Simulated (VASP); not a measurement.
# ScAl3 (Pm-3m) in VASP: further runs

One crystal, ScAl3, is run at these levels: PBEsol, RPBE; tasks: single point, relaxation of cell and atoms.

All numbers are computed with VASP 6.6.1; they aren't measurements. Logs are shortened: lines on timing, memory, paths and dates and some standing lists are left out, and cuts for length are marked.

**1. Starting point**

Symmetry: Pm-3m, No. 221, cubic system. Conventional cell: a = 4.088 Å, b = 4.088 Å, c = 4.088 Å, α = 90.00°, β = 90.00°, γ = 90.00°. Sc (site symmetry m-3m) is surrounded by 12 Al at 2.89 Å. Al (site symmetry 4/mmm) is surrounded by 4 Sc at 2.89 Å and 8 Al at 2.89 Å.

The cell is a database's computed one.

**2. Single point, PBEsol**

Contents of INCAR:

```
SYSTEM = ScAl3
PREC = Accurate
ENCUT = 520
EDIFF = 1E-7
ISMEAR = 0
SIGMA = 0.1
LREAL = .False.
LASPH = .True.
NELM = 100
ALGO = Fast
ISIF = 2
LWAVE = .False.
LCHARG = .True.
GGA = PS
LELF = .True.
LVHAR = .True.
```

Contents of KPOINTS:

```
Automatic mesh
0
Gamma
  10 10 10
  0 0 0
```

Contents of POSCAR:

```
ScAl3
1.0
    4.0878065700      0.0000000000      0.0000000000
    0.0000000000      4.0878065700      0.0000000000
    0.0000000000      0.0000000000      4.0878065700
Sc Al
1 3
Direct
    0.0000000000      0.0000000000      0.0000000000
    0.5000000000      0.0000000000      0.5000000000
    0.0000000000      0.5000000000      0.5000000000
    0.5000000000      0.5000000000      0.0000000000
```

Potentials or basis: VASP PAW PBE potentials, release 64 (Sc_sv, Al).

The run is started by

```bash
$ cat potpaw_PBE.64/Sc_sv/POTCAR potpaw_PBE.64/Al/POTCAR > POTCAR
$ mpirun -np 1 vasp_std > vasp.out
```

OUTCAR:

```text
SYSTEM = ScAl3
   PREC = Accurate
   ENCUT = 520
   EDIFF = 1E-7
   ISMEAR = 0
   LREAL = .False.
   LASPH = .True.
   NELM = 100
   ISIF = 2
   GGA = PS

 ion  position               nearest neighbor table
   1  0.000  0.000  0.000-   2 2.89   3 2.89   4 2.89   2 2.89   3 2.89   3 2.89   4 2.89   3 2.89
                             2 2.89   4 2.89   2 2.89   4 2.89
   2  0.500  0.000  0.500-   1 2.89   3 2.89   4 2.89   1 2.89   4 2.89   3 2.89   4 2.89   4 2.89
                             1 2.89   3 2.89   1 2.89   3 2.89
   3  0.000  0.500  0.500-   1 2.89   2 2.89   4 2.89   1 2.89   4 2.89   1 2.89   2 2.89   1 2.89
                             2 2.89   4 2.89   4 2.89   2 2.89
   4  0.500  0.500  0.000-   1 2.89   2 2.89   3 2.89   2 2.89   3 2.89   1 2.89   2 2.89   2 2.89
                             1 2.89   3 2.89   3 2.89   1 2.89

  LATTYP: Found a simple cubic cell.
 ALAT       =     4.0878065700

  Lattice vectors:

 A1 = (   4.0878065700,   0.0000000000,   0.0000000000)
 A2 = (   0.0000000000,   4.0878065700,   0.0000000000)
 A3 = (   0.0000000000,   0.0000000000,   4.0878065700)

Analysis of symmetry for initial positions (statically):
=====================================================================
 Subroutine PRICEL returns:
 Original cell was already a primitive cell.

 Routine SETGRP: Setting up the symmetry group for a
 simple cubic supercell.

 Subroutine GETGRP returns: Found 48 space group operations
 (whereof 48 operations were pure point group operations)
 out of a pool of 48 trial point group operations.

The static configuration has the point symmetry O_h .

Analysis of symmetry for dynamics (positions and initial velocities):
=====================================================================
 Subroutine PRICEL returns:
 Original cell was already a primitive cell.

 Routine SETGRP: Setting up the symmetry group for a
 simple cubic supercell.

 Subroutine GETGRP returns: Found 48 space group operations
 (whereof 48 operations were pure point group operations)
 out of a pool of 48 trial point group operations.

The dynamic configuration has the point symmetry O_h .

 Subroutine INISYM returns: Found 48 space group operations
 (whereof 48 operations are pure point group operations),
 and found     1 'primitive' translations

----------------------------------------------------------------------------------------

                                     Primitive cell

  volume of cell :      68.3079

  direct lattice vectors                    reciprocal lattice vectors
     4.087806570  0.000000000  0.000000000     0.244629970  0.000000000  0.000000000
     0.000000000  4.087806570  0.000000000     0.000000000  0.244629970  0.000000000
     0.000000000  0.000000000  4.087806570     0.000000000  0.000000000  0.244629970

  length of vectors
     4.087806570  4.087806570  4.087806570     0.244629970  0.244629970  0.244629970

  position of ions in fractional coordinates (direct lattice)
     0.000000000  0.000000000  0.000000000
     0.500000000  0.000000000  0.500000000
     0.000000000  0.500000000  0.500000000
     0.500000000  0.500000000  0.000000000

  ion indices of the primitive-cell ions
   primitive index   ion index
                 1           1
                 2           2
                 3           3
                 4           4

----------------------------------------------------------------------------------------

 KPOINTS: Automatic mesh

Automatic generation of k-mesh.
 Grid dimensions read from file:
 generate k-points for:   10   10   10

 Generating k-lattice:

  Cartesian coordinates                     Fractional coordinates (reciprocal lattice)
     0.024462997  0.000000000  0.000000000     0.100000000  0.000000000  0.000000000
     0.000000000  0.024462997  0.000000000     0.000000000  0.100000000  0.000000000
     0.000000000  0.000000000  0.024462997     0.000000000  0.000000000  0.100000000

  Length of vectors
     0.024462997  0.024462997  0.024462997

  Shift w.r.t. Gamma in fractional coordinates (k-lattice)
     0.000000000  0.000000000  0.000000000

 Subroutine IBZKPT returns following result:
 ===========================================

 Found     56 irreducible k-points:

 Following reciprocal coordinates:
            Coordinates               Weight
  0.000000  0.000000  0.000000      1.000000
  0.100000  0.000000  0.000000      6.000000
  0.200000  0.000000  0.000000      6.000000
  0.300000  0.000000  0.000000      6.000000
  0.400000  0.000000  0.000000      6.000000
  0.500000  0.000000  0.000000      3.000000
[... 16 lines left out ...]
  0.200000  0.100000  0.100000     24.000000
  0.300000  0.100000  0.100000     24.000000
 [... further k-points ...]
   k-points           NKPTS =     56   k-points in BZ     NKDIM =     56   number of bands    NBANDS=     14
   number of dos      NEDOS =    301   number of ions     NIONS =      4
   total plane-waves  NPLWV =  27000
   dimension x,y,z NGX =    30 NGY =   30 NGZ =   30
   dimension x,y,z NGXF=    60 NGYF=   60 NGZF=   60
   ions per type =               1   3
   NGX,Y,Z   is equivalent  to a cutoff of  12.20, 12.20, 12.20 a.u.
   NGXF,Y,Z  is equivalent  to a cutoff of  24.40, 24.40, 24.40 a.u.
 SYSTEM =  ScAl3
   PREC   = accura    normal or accurate (medium, high low for compatibility)
   ISTART =      0    job   : 0-new  1-cont  2-samecut
   ICHARG =      2    charge: 1-file 2-atom 10-const
   ISPIN  =      1    spin polarized calculation?
   LNONCOLLINEAR =      F non collinear calculations
   LSORBIT =      F    spin-orbit coupling
   LASPH  =      T    aspherical Exc in radial PAW
   ENCUT  =  520.0 eV  38.22 Ry    6.18 a.u.   7.60  7.60  7.60*2*pi/ulx,y,z
   NELM   =    100;   NELMIN=  2; NELMDL= -5     # of ELM steps
   EDIFF  = 0.1E-06   stopping-criterion for ELM
   LREAL  =      F    real-space projection
   EDIFFG = 0.1E-05   stopping-criterion for IOM
   NSW    =      0    number of steps for IOM
   IBRION =     -1    ionic relax: 0-MD 1-quasi-New 2-CG
   NFREE  =      0    steps in history (QN), initial steepest desc. (CG)
   ISIF   =      2    stress and relaxation
   ISYM   =      2    0-nonsym 1-usesym 2-fastsym
   POTIM  = 0.5000    time-step for ionic-motion
   TEBEG  =    0.0;   TEEND  =   0.0 temperature during run
   PSTRESS=    0.0 pullay stress
   NELECT =      20.0000    total number of electrons
   NUPDOWN=      -1.0000    fix difference up-down
   EMIN   =  10.00;   EMAX   =-10.00  energy-range for DOS
   EFERMI =   0.00;   METHOD = LEGACY
   ISMEAR =     0;   SIGMA  =   0.10  broadening in eV -4-tet -1-fermi 0-gaus
   EFERMI_NEDOS =   21; number of points for ismear=-14 and -15
   IALGO  =     68    algorithm
   IMIX   =      4    mixing-type and parameters
     AMIX     =   0.40;   BMIX     =  1.00
     AMIX_MAG =   1.60;   BMIX_MAG =  1.00
  volume/ion in A,a.u.               =      17.08       115.24
  Fermi-wavevector in a.u.,A,eV,Ry     =   1.087079  2.054282 16.078563  1.181741
  Thomas-Fermi vector in A             =   2.223230
   LORBIT       =      0    0 simple, 1 ext, 2 COOP (PROOUT), +10 PAW based schemes
   GGA     = PS    functional components
   LHFCALC =     F    Hartree Fock is set to
   AEXX    =    0.0000 exact exchange contribution
   IVDW    =     0    specifies the selected vdW correction
   LEPSILON=     F    determine dielectric tensor
   LRPA    =     F    only Hartree local field effects (RPA)
 non-spin polarized calculation
 RMM-DIIS sequential band-by-band and
 Gauss-broadening in eV      SIGMA  =   0.10
  energy-cutoff  :      520.00
  volume of cell :       68.31
 maximum number of plane-waves:      1863
   NGX = 15   NGY = 15   NGZ = 15

 number of electron      19.9999996 magnetization

 Free energy of the ion-electron system (eV)
  ---------------------------------------------------
  ext. energy  EPLUGINS =         0.00000000
  ---------------------------------------------------
  free energy    TOTEN  =       -20.76430838 eV

  energy without entropy =      -20.75846365  energy(sigma->0) =      -20.76138602

 E-fermi :   7.2141     XC(G=0): -10.4989

 val. band max:        7.1696305283   @ k =   0.5000   0.1000   0.1000
 cond. band min:       7.2150616456   @ k =   0.3000   0.0000   0.0000
 fundamental gap:      0.0454311174
 Fermi energy:         7.2140830938

 k-point     1 :       0.0000    0.0000    0.0000
  band No.  band energies     occupation
      1     -41.5415      2.00000
      2     -20.3400      2.00000
      3     -20.3400      2.00000
      4     -20.3400      2.00000
      5      -2.8204      2.00000
      6       4.5768      2.00000
      7       4.5768      2.00000
      8       5.3996      2.00000
      9       5.3996      2.00000
     10       5.3996      2.00000
     11       8.4225      0.00000
     12       8.5006      0.00000
     13       8.5006      0.00000
     14       8.5006      0.00000

 k-point     2 :       0.1000    0.0000    0.0000
  band No.  band energies     occupation
      1     -41.5413      2.00000
      2     -20.3432      2.00000
      3     -20.3398      2.00000
      4     -20.3398      2.00000
      5      -2.7280      2.00000
      6       3.8082      2.00000
      7       4.6491      2.00000
      8       5.4104      2.00000
      9       5.4104      2.00000
     10       5.9160      2.00000
     11       8.4466      0.00000
     12       8.4466      0.00000
     13       8.5296      0.00000
     14       8.8116      0.00000

 k-point     3 :       0.2000    0.0000    0.0000
  band No.  band energies     occupation
      1     -41.5410      2.00000
      2     -20.3516      2.00000
      3     -20.3391      2.00000
      4     -20.3391      2.00000
      5      -2.4537      2.00000
      6       2.6558      2.00000
      7       4.8593      2.00000
      8       5.4366      2.00000
      9       5.4366      2.00000
     10       6.5420      2.00000
     11       8.3338      0.00000
     12       8.3338      0.00000
     13       8.6084      0.00000
     14       9.6154      0.00000

 k-point     4 :       0.3000    0.0000    0.0000
  band No.  band energies     occupation
      1     -41.5406      2.00000
      2     -20.3618      2.00000
      3     -20.3383      2.00000
      4     -20.3383      2.00000
      5      -2.0075      2.00000
      6       1.5184      2.00000
      7       5.1809      2.00000
      8       5.4642      2.00000
      9       5.4642      2.00000
     10       7.2151      0.98896
     11       8.2454      0.00000
     12       8.2454      0.00000
     13       8.7117      0.00000
     14       9.1685      0.00000

 k-point     5 :       0.4000    0.0000    0.0000
  band No.  band energies     occupation
      1     -41.5403      2.00000
      2     -20.3701      2.00000
      3     -20.3377      2.00000
      4     -20.3377      2.00000
      5      -1.4188      2.00000
      6       0.4991      2.00000
      7       5.4821      2.00000
      8       5.4821      2.00000
      9       5.5354      2.00000
     10       7.9783      0.00000
     11       8.2141      0.00000
[... 276 lines left out ...]
 k-point    22 :       0.1000    0.1000    0.1000
  band No.  band energies     occupation
      1     -41.5411      2.00000
      2     -20.3431      2.00000
      3     -20.3425      2.00000
      4     -20.3425      2.00000
      5      -2.5449      2.00000
      6       3.7950      2.00000
      7       3.7950      2.00000
      8       4.6618      2.00000
      9       6.3878      2.00000
     10       6.3878      2.00000
     11       8.1939      0.00000
     12       8.1939      0.00000
     13       8.6366      0.00000
     14       9.6241      0.00000

 k-point    23 :       0.2000    0.1000    0.1000
  band No.  band energies     occupation
      1     -41.5408      2.00000
      2     -20.3509      2.00000
      3     -20.3421      2.00000
      4     -20.3418      2.00000
      5      -2.2740      2.00000
      6       2.7874      2.00000
      7       3.9764      2.00000
      8       4.6427      2.00000
      9       6.2694      2.00000
     10       7.1021      1.88663
     11       7.8679      0.00000
     12       8.1464      0.00000
     13       8.8818      0.00000
     14      10.2085      0.00000

 k-point    24 :       0.3000    0.1000    0.1000
  band No.  band energies     occupation
      1     -41.5403      2.00000
      2     -20.3611      2.00000
      3     -20.3413      2.00000
      4     -20.3410      2.00000
      5      -1.8337      2.00000
      6       1.6718      2.00000
      7       4.2613      2.00000
      8       4.8583      2.00000
      9       6.0211      2.00000
     10       7.4292      0.00235
     11       7.8334      0.00000
     12       8.2150      0.00000
     13       9.1533      0.00000
     14       9.8418      0.00000

 [... further k-points ...]
[... 5 lines left out ...]
  --------------------------------------------------------------------------------------
  -------------------------------------------------------------------------------------
  Total       -0.4222821     -0.4222821     -0.4222821      0.0000000      0.0000000     -0.0000000
  in kB       -9.9047212     -9.9047212     -9.9047212      0.0000000      0.0000000     -0.0000000
  external PRESSURE =      -9.9047212 kB  Pullay stress =       0.0000000 kB

 VOLUME and BASIS-vectors are now :
 -----------------------------------------------------------------------------
  energy-cutoff  :      520.00
  volume of cell :       68.31
      direct lattice vectors                 reciprocal lattice vectors
     4.087806570  0.000000000  0.000000000     0.244629970  0.000000000  0.000000000
     0.000000000  4.087806570  0.000000000     0.000000000  0.244629970  0.000000000
     0.000000000  0.000000000  4.087806570     0.000000000  0.000000000  0.244629970

 POSITION                                       TOTAL-FORCE (eV/Angst)
 -----------------------------------------------------------------------------------
      0.00000      0.00000      0.00000         0.000000      0.000000      0.000000
      2.04390      0.00000      2.04390         0.000000      0.000000      0.000000
      0.00000      2.04390      2.04390         0.000000      0.000000      0.000000
      2.04390      2.04390      0.00000         0.000000      0.000000      0.000000
 -----------------------------------------------------------------------------------
    total drift:                               -0.000000     -0.000000      0.000000

  FREE ENERGIE OF THE ION-ELECTRON SYSTEM (eV)
  ---------------------------------------------------
  free  energy   TOTEN  =       -20.7643083808 eV

  energy  without entropy=      -20.7584636496  energy(sigma->0) =      -20.76138602
```

Wall time 37 s (1 thread of Intel Xeon 6975P-C (Granite Rapids), shared host); peak memory 0.2 GiB.

What came out:

```
Free energy            : -20.7643 eV
Pressure               : -1.0 GPa
Band gap on the k mesh : none (metal or under the smearing width)
```

Levels at points of the mesh, in eV from the Fermi level:
```
           k point  band 7  band 8  band 9  band 10  band 11  band 12  band 13  band 14
(0.00, 0.00, 0.00)   -2.64   -1.81   -1.81    -1.81     1.21     1.29     1.29     1.29
(0.50, 0.00, 0.00)   -1.73   -1.73   -1.50     0.87     1.00     1.00     1.33     1.62
(0.50, 0.50, 0.00)   -5.63   -4.38   -0.55    -0.55     1.20     1.35     2.05     3.43
(0.50, 0.50, 0.50)   -4.80   -4.49   -2.96    -2.96    -2.96     0.91     2.59     2.59
```

Caveat: the PAW data sets were made with another functional, which shifts forces and pressure a little.

(Part 1 of 2 ends here.)
